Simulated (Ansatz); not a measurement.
Born–Oppenheimer molecular dynamics of a periodic cell of 16 atoms, Ge (start crystal Ge, start structure diamond, volume 1.1 times the crystal's). It goes on from the last frame of an earlier run, with new velocities.

The calculation used DFT PBE-D3(BJ), scalar-relativistic, plane waves, PAW in Ansatz. Settings: accuracy low, cutoff 420 eV, k mesh 2x2x2, fermi-dirac smearing 0.36 eV, no spin polarisation.

| Item | Value |
| --- | --- |
| ensemble | NPT, Langevin |
| time step | 2.25 fs |
| steps asked | 60 |
| set temperature | 2940 K |
| friction | 0.01 /fs |
| pressure | 1 GPa |
| seed | 114214 |

Frames 2.25 fs apart, positions in Å, forces in eV/Å.

Velocities at 0.0 fs (Å/ps):

```
Ge 2.10 3.89 2.64
Ge -6.42 1.04 -1.69
Ge 1.45 6.04 -6.32
Ge 1.59 -5.85 -4.80
Ge 5.87 0.35 -0.60
Ge 7.32 10.92 -4.89
Ge 4.16 5.82 6.07
Ge 4.38 9.25 -1.28
Ge -3.31 2.03 -1.87
Ge -0.14 -3.06 1.10
Ge -9.73 -5.32 3.13
Ge -13.86 -4.55 4.92
Ge 4.83 -11.59 -2.69
Ge 8.56 -4.38 5.97
Ge -4.14 -0.72 8.71
Ge -2.65 -3.87 -8.40
```

```xyz
16
Lattice="0.0000 5.8427 5.8427 5.8427 0.0000 5.8427 5.8427 5.8427 0.0000" Properties=species:S:1:pos:R:3:forces:R:3 time_fs=0.0 energy_less_start_eV=0.000 T=2756
Ge -0.081 -0.190 0.152 -2.34 0.65 0.53
Ge 1.215 1.170 1.428 -0.28 3.03 0.14
Ge 2.707 2.930 -0.377 -0.36 -0.28 1.29
Ge 4.474 3.805 1.302 -0.80 0.52 0.11
Ge 2.982 0.204 2.520 0.32 -0.72 1.19
Ge 4.195 0.987 4.479 0.05 1.56 0.56
Ge 6.084 3.139 3.046 -4.43 -5.61 -3.61
Ge 7.209 4.446 4.084 3.84 5.56 3.99
Ge -0.592 3.355 2.957 1.94 -2.42 2.07
Ge 0.957 4.192 4.690 2.32 -1.64 -1.77
Ge 2.582 5.237 2.854 0.73 -0.19 0.45
Ge 3.991 7.369 4.005 0.12 -1.28 -0.23
Ge 2.686 3.174 6.352 -1.41 -1.93 -1.29
Ge 4.380 4.502 7.167 0.24 2.36 -2.53
Ge 5.669 6.208 5.692 0.29 -0.28 -0.15
Ge 7.235 7.085 7.653 -0.24 0.67 -0.74
16
Lattice="0.0000 5.8426 5.8426 5.8426 0.0000 5.8426 5.8426 5.8426 0.0000" Properties=species:S:1:pos:R:3:forces:R:3 time_fs=2.2 energy_less_start_eV=0.046 T=2731
Ge -0.078 -0.183 0.158 -2.44 0.46 0.30
Ge 1.201 1.174 1.424 0.07 3.03 0.41
Ge 2.709 2.946 -0.389 -0.44 -0.23 1.36
Ge 4.476 3.792 1.291 -0.72 0.53 0.19
Ge 2.995 0.203 2.521 0.11 -0.58 1.05
Ge 4.210 1.012 4.470 0.09 1.53 0.59
Ge 6.089 3.153 3.059 -4.51 -5.73 -3.67
Ge 7.220 4.465 4.080 3.87 5.63 3.93
Ge -0.600 3.359 2.956 2.08 -2.80 2.58
Ge 0.958 4.185 4.695 2.22 -1.59 -1.69
Ge 2.562 5.225 2.861 0.73 -0.15 0.39
Ge 3.957 7.359 4.015 0.29 -1.27 -0.36
Ge 2.697 3.149 6.347 -1.23 -1.76 -1.25
Ge 4.399 4.494 7.180 -0.16 2.49 -2.99
Ge 5.660 6.208 5.711 0.26 -0.26 -0.24
Ge 7.229 7.076 7.633 -0.22 0.72 -0.60
16
Lattice="0.0000 5.8421 5.8421 5.8421 0.0000 5.8421 5.8421 5.8421 0.0000" Properties=species:S:1:pos:R:3:forces:R:3 time_fs=4.5 energy_less_start_eV=0.023 T=2575
Ge -0.078 -0.176 0.164 -2.49 0.26 0.08
Ge 1.190 1.179 1.420 0.37 3.01 0.65
Ge 2.707 2.965 -0.400 -0.46 -0.24 1.44
Ge 4.476 3.777 1.278 -0.64 0.54 0.25
Ge 3.010 0.200 2.524 -0.10 -0.44 0.94
Ge 4.226 1.035 4.464 0.12 1.51 0.60
Ge 6.086 3.164 3.073 -4.47 -5.68 -3.58
Ge 7.234 4.481 4.078 3.75 5.57 3.71
Ge -0.613 3.360 2.962 2.17 -3.06 2.96
Ge 0.959 4.176 4.701 2.10 -1.52 -1.58
Ge 2.542 5.213 2.870 0.72 -0.10 0.32
Ge 3.924 7.348 4.021 0.40 -1.27 -0.43
Ge 2.707 3.125 6.342 -1.06 -1.61 -1.21
Ge 4.418 4.489 7.190 -0.47 2.54 -3.36
Ge 5.647 6.210 5.727 0.25 -0.24 -0.33
Ge 7.224 7.069 7.613 -0.20 0.74 -0.45
16
Lattice="0.0000 5.8418 5.8418 5.8418 0.0000 5.8418 5.8418 5.8418 0.0000" Properties=species:S:1:pos:R:3:forces:R:3 time_fs=6.8 energy_less_start_eV=-0.129 T=2502
Ge -0.082 -0.166 0.170 -2.47 0.00 -0.15
Ge 1.181 1.186 1.417 0.63 2.98 0.84
Ge 2.705 2.986 -0.411 -0.41 -0.31 1.50
Ge 4.473 3.766 1.268 -0.57 0.56 0.30
Ge 3.023 0.194 2.528 -0.29 -0.29 0.89
Ge 4.242 1.060 4.460 0.12 1.49 0.57
Ge 6.080 3.169 3.086 -4.25 -5.39 -3.30
Ge 7.253 4.497 4.079 3.42 5.31 3.30
Ge -0.626 3.360 2.970 2.19 -3.20 3.16
Ge 0.960 4.167 4.705 1.94 -1.39 -1.41
Ge 2.523 5.202 2.880 0.70 -0.03 0.22
Ge 3.893 7.337 4.023 0.46 -1.26 -0.44
Ge 2.715 3.101 6.337 -0.87 -1.44 -1.17
Ge 4.436 4.490 7.196 -0.68 2.45 -3.58
Ge 5.633 6.212 5.744 0.25 -0.21 -0.45
Ge 7.218 7.065 7.589 -0.15 0.71 -0.29
16
Lattice="0.0000 5.8418 5.8418 5.8418 0.0000 5.8418 5.8418 5.8418 0.0000" Properties=species:S:1:pos:R:3:forces:R:3 time_fs=9.0 energy_less_start_eV=-0.399 T=2472
Ge -0.090 -0.155 0.176 -2.41 -0.27 -0.35
Ge 1.173 1.193 1.415 0.84 2.94 0.98
Ge 2.704 3.008 -0.418 -0.33 -0.41 1.53
Ge 4.468 3.757 1.265 -0.51 0.59 0.32
Ge 3.032 0.187 2.532 -0.41 -0.16 0.88
Ge 4.259 1.085 4.458 0.09 1.47 0.50
Ge 6.071 3.169 3.096 -3.84 -4.92 -2.87
Ge 7.273 4.518 4.082 2.90 4.87 2.77
Ge -0.635 3.357 2.980 2.13 -3.25 3.21
Ge 0.962 4.158 4.705 1.77 -1.22 -1.19
Ge 2.508 5.194 2.891 0.67 0.05 0.12
Ge 3.865 7.327 4.022 0.49 -1.21 -0.41
Ge 2.719 3.078 6.331 -0.66 -1.24 -1.14
Ge 4.453 4.495 7.200 -0.85 2.27 -3.66
Ge 5.624 6.212 5.760 0.23 -0.17 -0.59
Ge 7.215 7.064 7.563 -0.10 0.64 -0.11
16
Lattice="0.0000 5.8419 5.8419 5.8419 0.0000 5.8419 5.8419 5.8419 0.0000" Properties=species:S:1:pos:R:3:forces:R:3 time_fs=11.2 energy_less_start_eV=-0.719 T=2719
Ge -0.102 -0.145 0.181 -2.29 -0.53 -0.53
Ge 1.168 1.200 1.415 0.96 2.89 1.06
Ge 2.701 3.033 -0.421 -0.25 -0.54 1.52
Ge 4.462 3.749 1.264 -0.47 0.64 0.32
Ge 3.039 0.182 2.536 -0.47 -0.05 0.89
Ge 4.276 1.109 4.459 0.05 1.46 0.41
Ge 6.057 3.167 3.103 -3.35 -4.39 -2.37
Ge 7.294 4.542 4.083 2.32 4.33 2.23
Ge -0.644 3.351 2.989 2.02 -3.25 3.16
Ge 0.964 4.147 4.702 1.57 -1.02 -0.94
Ge 2.494 5.182 2.904 0.65 0.16 -0.02
Ge 3.836 7.315 4.022 0.49 -1.13 -0.34
Ge 2.719 3.053 6.325 -0.42 -1.02 -1.11
Ge 4.473 4.504 7.202 -0.99 2.03 -3.62
Ge 5.617 6.212 5.772 0.23 -0.13 -0.74
Ge 7.213 7.064 7.534 -0.04 0.54 0.09
16
Lattice="0.0000 5.8419 5.8419 5.8419 0.0000 5.8419 5.8419 5.8419 0.0000" Properties=species:S:1:pos:R:3:forces:R:3 time_fs=13.5 energy_less_start_eV=-1.026 T=2670
Ge -0.114 -0.137 0.184 -2.10 -0.70 -0.63
Ge 1.166 1.206 1.418 0.98 2.78 1.05
Ge 2.699 3.055 -0.421 -0.19 -0.67 1.47
Ge 4.454 3.742 1.257 -0.40 0.67 0.36
Ge 3.047 0.175 2.538 -0.50 0.05 0.90
Ge 4.290 1.129 4.459 0.00 1.45 0.31
Ge 6.042 3.163 3.108 -2.89 -3.86 -1.93
Ge 7.314 4.566 4.082 1.77 3.80 1.74
Ge -0.652 3.342 2.998 1.86 -3.21 3.01
Ge 0.964 4.131 4.697 1.41 -0.84 -0.67
Ge 2.478 5.170 2.917 0.63 0.25 -0.16
Ge 3.808 7.299 4.023 0.49 -1.02 -0.28
Ge 2.719 3.027 6.320 -0.19 -0.79 -1.09
Ge 4.494 4.514 7.201 -1.09 1.74 -3.51
Ge 5.611 6.215 5.779 0.21 -0.10 -0.89
Ge 7.211 7.062 7.502 0.02 0.44 0.30
16
Lattice="0.0000 5.8422 5.8422 5.8422 0.0000 5.8422 5.8422 5.8422 0.0000" Properties=species:S:1:pos:R:3:forces:R:3 time_fs=15.8 energy_less_start_eV=-1.308 T=3116
Ge -0.129 -0.133 0.184 -1.86 -0.81 -0.65
Ge 1.164 1.214 1.423 0.94 2.64 0.99
Ge 2.698 3.074 -0.421 -0.19 -0.76 1.39
Ge 4.443 3.736 1.245 -0.31 0.70 0.44
Ge 3.054 0.170 2.540 -0.51 0.14 0.90
Ge 4.306 1.145 4.457 -0.06 1.44 0.23
Ge 6.028 3.157 3.112 -2.45 -3.36 -1.54
Ge 7.337 4.594 4.080 1.25 3.26 1.34
Ge -0.657 3.329 3.004 1.68 -3.14 2.79
Ge 0.963 4.110 4.691 1.25 -0.67 -0.42
Ge 2.459 5.158 2.929 0.64 0.34 -0.30
Ge 3.780 7.282 4.025 0.48 -0.93 -0.23
Ge 2.716 3.002 6.316 0.04 -0.56 -1.09
Ge 4.517 4.528 7.201 -1.16 1.42 -3.30
Ge 5.604 6.218 5.787 0.20 -0.05 -1.06
Ge 7.210 7.061 7.471 0.06 0.32 0.52
16
Lattice="0.0000 5.8432 5.8432 5.8432 0.0000 5.8432 5.8432 5.8432 0.0000" Properties=species:S:1:pos:R:3:forces:R:3 time_fs=18.0 energy_less_start_eV=-1.569 T=3296
Ge -0.146 -0.130 0.185 -1.61 -0.89 -0.67
Ge 1.163 1.222 1.428 0.89 2.48 0.91
Ge 2.701 3.094 -0.418 -0.22 -0.85 1.27
Ge 4.434 3.733 1.233 -0.22 0.73 0.53
Ge 3.060 0.166 2.545 -0.49 0.22 0.86
Ge 4.324 1.165 4.453 -0.11 1.42 0.16
Ge 6.011 3.151 3.118 -2.03 -2.86 -1.19
Ge 7.359 4.625 4.078 0.75 2.71 1.01
Ge -0.659 3.311 3.005 1.52 -3.02 2.52
Ge 0.964 4.089 4.685 1.07 -0.51 -0.17
Ge 2.440 5.149 2.944 0.66 0.42 -0.45
Ge 3.752 7.265 4.027 0.48 -0.82 -0.16
Ge 2.715 2.977 6.316 0.24 -0.32 -1.12
Ge 4.539 4.544 7.198 -1.22 1.07 -2.97
Ge 5.600 6.220 5.799 0.19 0.03 -1.28
Ge 7.211 7.063 7.441 0.09 0.19 0.75
16
Lattice="0.0000 5.8444 5.8444 5.8444 0.0000 5.8444 5.8444 5.8444 0.0000" Properties=species:S:1:pos:R:3:forces:R:3 time_fs=20.2 energy_less_start_eV=-1.767 T=3159
Ge -0.165 -0.125 0.188 -1.39 -0.96 -0.70
Ge 1.162 1.230 1.432 0.84 2.35 0.84
Ge 2.703 3.113 -0.413 -0.26 -0.95 1.11
Ge 4.426 3.734 1.221 -0.12 0.75 0.63
Ge 3.068 0.162 2.549 -0.49 0.32 0.83
Ge 4.338 1.188 4.449 -0.15 1.38 0.11
Ge 5.993 3.143 3.123 -1.64 -2.42 -0.91
Ge 7.380 4.656 4.079 0.31 2.20 0.77
Ge -0.660 3.290 3.001 1.38 -2.90 2.26
Ge 0.965 4.073 4.678 0.90 -0.41 0.06
Ge 2.421 5.144 2.960 0.69 0.48 -0.60
Ge 3.724 7.245 4.027 0.48 -0.67 -0.07
Ge 2.715 2.949 6.316 0.42 -0.07 -1.19
Ge 4.556 4.562 7.196 -1.25 0.71 -2.63
Ge 5.597 6.225 5.813 0.15 0.10 -1.52
Ge 7.213 7.064 7.411 0.11 0.07 0.99
16
Lattice="0.0000 5.8452 5.8452 5.8452 0.0000 5.8452 5.8452 5.8452 0.0000" Properties=species:S:1:pos:R:3:forces:R:3 time_fs=22.5 energy_less_start_eV=-1.910 T=3152
Ge -0.186 -0.122 0.189 -1.18 -0.98 -0.69
Ge 1.163 1.235 1.435 0.77 2.23 0.75
Ge 2.702 3.128 -0.405 -0.30 -1.05 0.95
Ge 4.416 3.736 1.211 -0.03 0.76 0.73
Ge 3.073 0.161 2.552 -0.45 0.39 0.79
Ge 4.351 1.209 4.443 -0.19 1.33 0.08
Ge 5.974 3.135 3.126 -1.28 -2.00 -0.68
Ge 7.398 4.687 4.083 -0.08 1.74 0.58
Ge -0.661 3.269 2.997 1.25 -2.79 2.02
Ge 0.964 4.056 4.673 0.73 -0.34 0.28
Ge 2.402 5.138 2.977 0.73 0.53 -0.75
Ge 3.694 7.220 4.027 0.50 -0.49 0.02
Ge 2.718 2.921 6.316 0.58 0.17 -1.25
Ge 4.571 4.578 7.193 -1.28 0.40 -2.30
Ge 5.594 6.231 5.824 0.10 0.15 -1.75
Ge 7.216 7.061 7.383 0.13 -0.03 1.22
16
Lattice="0.0000 5.8458 5.8458 5.8458 0.0000 5.8458 5.8458 5.8458 0.0000" Properties=species:S:1:pos:R:3:forces:R:3 time_fs=24.8 energy_less_start_eV=-2.025 T=3530
Ge -0.207 -0.122 0.189 -0.95 -0.95 -0.65
Ge 1.165 1.243 1.437 0.63 2.10 0.62
Ge 2.700 3.141 -0.397 -0.35 -1.15 0.81
Ge 4.407 3.738 1.203 0.04 0.77 0.81
Ge 3.072 0.162 2.555 -0.34 0.41 0.71
Ge 4.363 1.229 4.436 -0.23 1.25 0.06
Ge 5.954 3.123 3.126 -0.93 -1.60 -0.49
Ge 7.419 4.719 4.089 -0.46 1.31 0.44
Ge -0.658 3.246 2.995 1.11 -2.64 1.74
Ge 0.965 4.039 4.668 0.59 -0.31 0.48
Ge 2.384 5.130 2.994 0.77 0.56 -0.90
Ge 3.660 7.192 4.027 0.53 -0.31 0.11
Ge 2.724 2.893 6.315 0.71 0.40 -1.32
Ge 4.585 4.591 7.189 -1.30 0.11 -1.92
Ge 5.590 6.241 5.836 0.01 0.18 -1.96
Ge 7.218 7.057 7.356 0.17 -0.13 1.45
```

Of the whole run (135 fs, mean temperature of the second half 2480 K): The conserved energy stayed within 0.38 meV per atom of its start (net change 0.17 meV per atom), so the integration is sound. The mean temperature of the second half is 16 % below the set value. A run of 0.14 ps of so small a system gives no equilibrium averages. Limits of this set-up: coarse k mesh, low accuracy level. The cell's volume went from 399 to 405 Å³.

The run took 15 min on 2 threads of Arm Neoverse V2, on a shared host, peak memory 1.4 GiB.
